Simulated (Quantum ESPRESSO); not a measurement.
# HfO2 (Fm-3m): phonons against volume, part 3 of 8

Aim: how the vibrations of HfO2 shift with volume, and the expansion that follows.

Quantum ESPRESSO 7.5; DFT PBEsol, scalar-relativistic, plane waves, GBRV ultrasoft pseudopotentials.

So far. Step 2 (A first coarse run): The start is under -12 GPa at this level and looks like an insulator or semiconductor on this mesh. Step 3 (Relaxation): After the last step pw.x solved the final cell once more on a basis chosen for it, which moves the energy without moving the atoms.

## 4. Ground state at this cell

A tight ground state at this cell gives the energy of this member; its pressure is the stress at this cutoff, which can carry an offset from the finite basis.

scf.in

```
&control
   calculation = 'scf'
   prefix = 'x'
   outdir = './tmp'
   pseudo_dir = './pseudo'
   tprnfor = .true.
   tstress = .true.
/
&system
   ibrav = 0
   nat = 3
   ntyp = 2
   ecutwfc = 45.0
   ecutrho = 270.0
   occupations = 'fixed'
   nbnd = 14
/
&electrons
   conv_thr = 1.0d-12
   mixing_beta = 0.7
   electron_maxstep = 100
/
ATOMIC_SPECIES
 Hf    178.4900  Hf.upf
 O      15.9990  O.upf
CELL_PARAMETERS angstrom
     0.000000000    2.514478930    2.514478930
     2.514478930    0.000000000    2.514478930
     2.514478930    2.514478930    0.000000000
ATOMIC_POSITIONS crystal
 Hf     0.000000000   0.000000000   0.000000000
 O      0.250000000   0.250000000   0.250000000
 O      0.750000000   0.750000000   0.750000000
K_POINTS automatic
 8 8 8 0 0 0
```

Launch:

```sh
$ OMP_NUM_THREADS=1 mpirun -n 8 pw.x -nk 8 -in scf.in > scf.out
```

The log of the run:

```text
[banner, memory and clock lines left out]
Program PWSCF v.7.5

     Message from routine setup:
     using ibrav=0 with symmetry is DISCOURAGED, use correct ibrav instead

     G-vector sticks info

     bravais-lattice index     =            0
     lattice parameter (alat)  =       6.7199  a.u.
     unit-cell volume          =     214.5708 (a.u.)^3
     number of atoms/cell      =            3
     number of atomic types    =            2
     number of electrons       =        24.00
     number of Kohn-Sham states=           14
     kinetic-energy cutoff     =      45.0000  Ry
     charge density cutoff     =     270.0000  Ry
     scf convergence threshold =      1.0E-12
     mixing beta               =       0.7000
     number of iterations used =            8  plain     mixing
     Exchange-correlation= SLA  PW   PSX  PSC
                           (   1   4  10   8   0   0   0)

     celldm(1)=   6.719885  celldm(2)=   0.000000  celldm(3)=   0.000000
     celldm(4)=   0.000000  celldm(5)=   0.000000  celldm(6)=   0.000000

     crystal axes: (cart. coord. in units of alat)
               a(1) = (   0.000000   0.707107   0.707107 )
               a(2) = (   0.707107   0.000000   0.707107 )
               a(3) = (   0.707107   0.707107   0.000000 )

     reciprocal axes: (cart. coord. in units 2 pi/alat)
               b(1) = ( -0.707107  0.707107  0.707107 )
               b(2) = (  0.707107 -0.707107  0.707107 )
               b(3) = (  0.707107  0.707107 -0.707107 )

     PseudoPot. # 1 for Hf read from file:
     ./pseudo/Hf.upf
     Pseudo is Ultrasoft + core correction, Zval = 12.0
     Using radial grid of  921 points,  8 beta functions with:
                l(1) =   0
                l(2) =   0
                l(3) =   0
                l(4) =   1
                l(5) =   1
                l(6) =   2
                l(7) =   2
                l(8) =   3
     Q(r) pseudized with  6 coefficients,  rinner =    1.200   1.200   1.200
                                                       1.200   1.200   1.200
                                                       1.200

     PseudoPot. # 2 for O  read from file:
     ./pseudo/O.upf
     Pseudo is Ultrasoft + core correction, Zval =  6.0
     Using radial grid of  737 points,  5 beta functions with:
                l(1) =   0
                l(2) =   0
                l(3) =   1
                l(4) =   1
                l(5) =   2
     Q(r) pseudized with  8 coefficients,  rinner =    0.900   0.900   0.900
                                                       0.900   0.900

     atomic species   valence    mass     pseudopotential
     Hf               12.00   178.49000     Hf( 1.00)
     O                 6.00    15.99900     O ( 1.00)

     48 Sym. Ops., with inversion, found

   Cartesian axes

     site n.     atom                  positions (alat units)
         1        Hf     tau(   1) = (   0.0000000   0.0000000   0.0000000  )
         2        O      tau(   2) = (   0.3535534   0.3535534   0.3535534  )
         3        O      tau(   3) = (   1.0606602   1.0606602   1.0606602  )

     number of k points=    29
                       cart. coord. in units 2pi/alat
        k(    1) = (   0.0000000   0.0000000   0.0000000), wk =   0.0039062
        k(    2) = (   0.0883883   0.0883883  -0.0883883), wk =   0.0312500
        k(    3) = (   0.1767767   0.1767767  -0.1767767), wk =   0.0312500
        k(    4) = (   0.2651650   0.2651650  -0.2651650), wk =   0.0312500
        k(    5) = (  -0.3535534  -0.3535534   0.3535534), wk =   0.0156250
        k(    6) = (   0.1767767   0.0000000   0.0000000), wk =   0.0234375
        k(    7) = (   0.2651650   0.0883883  -0.0883883), wk =   0.0937500
        k(    8) = (   0.3535534   0.1767767  -0.1767767), wk =   0.0937500
        k(    9) = (  -0.2651650  -0.4419417   0.4419417), wk =   0.0937500
        k(   10) = (  -0.1767767  -0.3535534   0.3535534), wk =   0.0937500
        k(   11) = (  -0.0883883  -0.2651650   0.2651650), wk =   0.0937500
        k(   12) = (   0.0000000  -0.1767767   0.1767767), wk =   0.0468750
        k(   13) = (   0.3535534   0.0000000   0.0000000), wk =   0.0234375
        k(   14) = (   0.4419417   0.0883883  -0.0883883), wk =   0.0937500
        k(   15) = (  -0.1767767  -0.5303301   0.5303301), wk =   0.0937500
        k(   16) = (  -0.0883883  -0.4419417   0.4419417), wk =   0.0937500
[...]
k(   22) = (   0.3535534   0.1767767   0.0000000), wk =   0.0937500
        k(   23) = (  -0.2651650  -0.4419417   0.6187184), wk =   0.1875000
        k(   24) = (  -0.1767767  -0.3535534   0.5303301), wk =   0.0937500
        k(   25) = (  -0.1767767  -0.5303301   0.7071068), wk =   0.0937500
        k(   26) = (  -0.0883883  -0.4419417   0.6187184), wk =   0.1875000
        k(   27) = (   0.0000000  -0.3535534   0.5303301), wk =   0.0937500
        k(   28) = (  -0.7071068   0.1767767  -0.0000000), wk =   0.0468750
        k(   29) = (  -0.7071068   0.3535534   0.0000000), wk =   0.0234375

     Dense  grid:    16145 G-vectors     FFT dimensions: (  36,  36,  36)

     Smooth grid:     8801 G-vectors     FFT dimensions: (  30,  30,  30)

     Initial potential from superposition of free atoms

     starting charge      22.0000, renormalised to      24.0000

     negative rho (up, down):  1.186E-01 0.000E+00
     Starting wfcs are   21 randomized atomic wfcs

     per-process dynamical memory:    26.3 Mb

     Self-consistent Calculation

     iteration #  1     ecut=    45.00 Ry     beta= 0.70
     Davidson diagonalization with overlap
     ethr =  1.00E-02,  avg # of iterations =  2.0

     negative rho (up, down):  1.117E-01 0.000E+00

     total energy              =    -223.16989893 Ry
     estimated scf accuracy    <       1.04574043 Ry

     iteration #  2     ecut=    45.00 Ry     beta= 0.70
     Davidson diagonalization with overlap
     ethr =  4.36E-03,  avg # of iterations =  3.0

     negative rho (up, down):  1.141E-01 0.000E+00

     total energy              =    -223.34115018 Ry
     estimated scf accuracy    <       0.52181250 Ry

     iteration #  3     ecut=    45.00 Ry     beta= 0.70
     Davidson diagonalization with overlap
     ethr =  2.17E-03,  avg # of iterations =  2.1

     negative rho (up, down):  1.158E-01 0.000E+00

     total energy              =    -223.47867460 Ry
     estimated scf accuracy    <       0.01709335 Ry

     iteration #  4     ecut=    45.00 Ry     beta= 0.70
     Davidson diagonalization with overlap
     ethr =  7.12E-05,  avg # of iterations =  3.4

     negative rho (up, down):  1.169E-01 0.000E+00

[...]
negative rho (up, down):  1.170E-01 0.000E+00

     total energy              =    -223.48150593 Ry
     estimated scf accuracy    <          5.9E-10 Ry

     iteration # 15     ecut=    45.00 Ry     beta= 0.70
     Davidson diagonalization with overlap
     ethr =  1.09E-12,  avg # of iterations =  2.1

     negative rho (up, down):  1.170E-01 0.000E+00

     total energy              =    -223.48150593 Ry
     estimated scf accuracy    <          1.0E-10 Ry

     iteration # 16     ecut=    45.00 Ry     beta= 0.70
     Davidson diagonalization with overlap
     ethr =  4.33E-13,  avg # of iterations =  2.1

     negative rho (up, down):  1.170E-01 0.000E+00

     total energy              =    -223.48150593 Ry
     estimated scf accuracy    <          2.3E-11 Ry

     iteration # 17     ecut=    45.00 Ry     beta= 0.70
     Davidson diagonalization with overlap
     ethr =  1.00E-13,  avg # of iterations =  2.6

     negative rho (up, down):  1.170E-01 0.000E+00

     total energy              =    -223.48150593 Ry
     estimated scf accuracy    <          3.6E-12 Ry

     iteration # 18     ecut=    45.00 Ry     beta= 0.70
     Davidson diagonalization with overlap
     ethr =  1.00E-13,  avg # of iterations =  2.1

     negative rho (up, down):  1.170E-01 0.000E+00

     total energy              =    -223.48150593 Ry
     estimated scf accuracy    <          4.7E-12 Ry

     iteration # 19     ecut=    45.00 Ry     beta= 0.70
     Davidson diagonalization with overlap
     ethr =  1.00E-13,  avg # of iterations =  1.1

     negative rho (up, down):  1.170E-01 0.000E+00

     End of self-consistent calculation

          k = 0.0000 0.0000 0.0000 (  1067 PWs)   bands (ev):

   -48.1662 -16.6964 -16.6964 -16.6964  -6.0793  -2.8475   7.1702   7.1702
     7.1702  12.0918  12.0918  12.0918  16.6098  16.6098

          k = 0.0884 0.0884-0.0884 (  1085 PWs)   bands (ev):

   -48.1638 -16.7755 -16.7050 -16.7050  -5.8540  -3.0353   7.3269   7.3269
     7.6127  11.6253  11.7917  11.7917  16.9203  16.9203

          k = 0.1768 0.1768-0.1768 (  1089 PWs)   bands (ev):

   -48.1580 -16.9577 -16.7256 -16.7256  -5.3262  -3.4039   7.7123   7.7123
     8.6312  10.7026  11.2526  11.2526  17.3819  17.3819

          k = 0.2652 0.2652-0.2652 (  1101 PWs)   bands (ev):

   -48.1521 -17.1296 -16.7459 -16.7459  -4.8949  -3.5870   8.0900   8.0900
     9.5562   9.9125  10.9159  10.9159  17.4619  17.4619

          k =-0.3536-0.3536 0.3536 (  1104 PWs)   bands (ev):

   -48.1497 -17.1980 -16.7543 -16.7543  -4.7936  -3.5595   8.2335   8.2335
     9.5999   9.8939  10.8400  10.8400  17.3805  17.3805

          k = 0.1768 0.0000 0.0000 (  1082 PWs)   bands (ev):

   -48.1630 -16.7821 -16.7176 -16.7176  -5.7742  -3.0991   7.3507   7.3507
     7.8429  10.7466  12.1209  12.1209  16.8170  17.0719

          k = 0.2652 0.0884-0.0884 (  1097 PWs)   bands (ev):

   -48.1583 -16.9167 -16.7410 -16.7399  -5.3288  -3.4132   7.6436   7.6635
     8.7573   9.7407  11.7806  11.8827  17.1792  17.4116

          k = 0.3536 0.1768-0.1768 (  1094 PWs)   bands (ev):

   -48.1525 -17.0770 -16.7745 -16.7614  -4.8300  -3.6656   7.9674   8.0377
     9.1408   9.8333  11.2193  11.4118  17.4340  17.5362

          k =-0.2652-0.4419 0.4419 (  1101 PWs)   bands (ev):

   -48.1489 -17.1679 -16.8052 -16.7669  -4.6478  -3.6520   7.9644   8.3629
     9.0011  10.4552  10.8778  11.1128  17.3968  17.5278

          k =-0.1768-0.3536 0.3536 (  1095 PWs)   bands (ev):

   -48.1497 -17.1445 -16.8128 -16.7544  -4.6778  -3.6687   7.8546   8.4769
     9.1975  10.2783  10.4033  11.4922  17.2351  17.7301

          k =-0.0884-0.2652 0.2652 (  1094 PWs)   bands (ev):

   -48.1544 -17.0211 -16.7900 -16.7313  -4.9893  -3.5972   7.6688   8.1509
     9.4228   9.8342  10.4660  11.9159  17.1902  17.7823

          k = 0.0000-0.1768 0.1768 (  1087 PWs)   bands (ev):

   -48.1602 -16.8685 -16.7444 -16.7107  -5.5191  -3.2838   7.4466   7.6333
     8.3161  10.7431  11.0736  12.1451  17.0220  17.4218

          k = 0.3536 0.0000 0.0000 (  1094 PWs)   bands (ev):

   -48.1552 -16.9763 -16.7684 -16.7684  -4.9967  -3.6289   7.8783   7.8783
     8.4964   9.5565  12.0301  12.0301  17.2708  17.3691

          k = 0.4419 0.0884-0.0884 (  1087 PWs)   bands (ev):

   -48.1505 -17.0801 -16.8130 -16.7916  -4.5216  -3.8721   7.5736   8.2708
     8.3428  10.6422  11.6501  11.6758  17.2198  17.6844

          k =-0.1768-0.5303 0.5303 (  1096 PWs)   bands (ev):

   -48.1470 -17.1289 -16.8882 -16.7971  -4.3072  -3.8627   7.2438   8.5343
     8.6843  10.9763  11.3403  11.4835  17.2505  17.8839

          k =-0.0884-0.4419 0.4419 (  1102 PWs)   bands (ev):

   -48.1466 -17.0978 -16.9487 -16.7819  -4.3209  -3.8226   7.3987   8.4877
     9.0708  10.0792  11.3068  11.7769  17.1615  18.0682

          k = 0.0000-0.3536 0.3536 (  1097 PWs)   bands (ev):

[...]
k = 0.5303-0.0000 0.0000 (  1090 PWs)   bands (ev):

[...]
k =-0.0884-0.6187 0.6187 (  1098 PWs)   bands (ev):

[...]
k = 0.0000-0.5303 0.5303 (  1101 PWs)   bands (ev):

[...]
k =-0.7071 0.0000 0.0000 (  1106 PWs)   bands (ev):

[...]
k = 0.3536 0.1768 0.0000 (  1090 PWs)   bands (ev):

   -48.1536 -17.0126 -16.8087 -16.7519  -4.8656  -3.6843   7.7185   8.1862
[...]
k =-0.2652-0.4419 0.6187 (  1090 PWs)   bands (ev):

   -48.1489 -17.0967 -16.8731 -16.7750  -4.4665  -3.8277   7.7063   8.2776
[...]
k =-0.1768-0.3536 0.5303 (  1108 PWs)   bands (ev):

   -48.1470 -17.1297 -16.8988 -16.7866  -4.3942  -3.7742   7.7014   8.0969
[...]
k =-0.1768-0.5303 0.7071 (  1084 PWs)   bands (ev):

   -48.1470 -17.1286 -16.8723 -16.8127  -4.1355  -4.0359   6.9972   8.3135
     8.9269  11.0030  11.5632  11.6806  17.1400  17.9312

          k =-0.0884-0.4419 0.6187 (  1097 PWs)   bands (ev):

   -48.1450 -17.1043 -16.9606 -16.8215  -4.1201  -3.9069   7.0039   8.0410
     9.4675  10.4401  11.3943  12.1944  17.3136  18.0390

          k = 0.0000-0.3536 0.5303 (  1100 PWs)   bands (ev):

   -48.1458 -17.0568 -16.9989 -16.8031  -4.1516  -3.9330   7.4732   7.8083
     9.6267   9.9447  11.5062  11.9483  17.3052  18.0269

          k =-0.7071 0.1768-0.0000 (  1094 PWs)   bands (ev):

   -48.1442 -17.1716 -16.8984 -16.8409  -4.1702  -3.7999   6.3622   8.5602
     9.4201  10.8099  11.2032  12.6164  16.9442  18.2550

          k =-0.7071 0.3536 0.0000 (  1084 PWs)   bands (ev):

   -48.1442 -17.0373 -17.0373 -16.8423  -3.9812  -3.9812   7.2418   7.4662
    10.0810  10.0810  11.2819  12.5024  17.5813  17.9598

     highest occupied, lowest unoccupied level (ev):    12.7205   16.4940

!    total energy              =    -223.48150593 Ry
     estimated scf accuracy    <          5.0E-13 Ry

     The total energy is the sum of the following terms:
     one-electron contribution =     -23.83036875 Ry
     hartree contribution      =      27.06317572 Ry
     xc contribution           =     -89.94695000 Ry
     ewald contribution        =    -136.76736291 Ry

     convergence has been achieved in  19 iterations

     negative rho (up, down):  1.170E-01 0.000E+00

     Forces acting on atoms (cartesian axes, Ry/au):

     atom    1 type  1   force =    -0.00000000   -0.00000000    0.00000000
     atom    2 type  2   force =    -0.00000000   -0.00000000    0.00000000
     atom    3 type  2   force =    -0.00000000    0.00000000   -0.00000000

     Total force =     0.000000     Total SCF correction =     0.000000

     Computing stress (Cartesian axis) and pressure

     negative rho (up, down):  1.170E-01 0.000E+00
          total   stress  (Ry/bohr**3)                   (kbar)     P=        0.27
   0.00000183   0.00000000  -0.00000000            0.27        0.00       -0.00
   0.00000000   0.00000183   0.00000000            0.00        0.27        0.00
  -0.00000000   0.00000000   0.00000183           -0.00        0.00        0.27

     XML data file, charge density, pseudopotentials, collected wavefunctions
```

Run time: 3.6 s. Hardware: 8 MPI ranks of Arm Neoverse V2, shared host.

On a basis chosen for the relaxed cell the pressure is 0.027 GPa, small enough for phonons.

[end of part 3 of 8]

[Logs are printed without paths, hosts, clocks, repeated set-up lines and the standing remarks that a program may print on its own settings, such as how far it seeks lower states.]

[Hosts, paths, dates, database ids (printed as entryN), source tags and the programs' standing remarks are cut or masked in the printed files.]

[A step with changed settings may run another functional than the one named; its input shows which.]

[Of the runs on displaced cells, only some may be shown.]
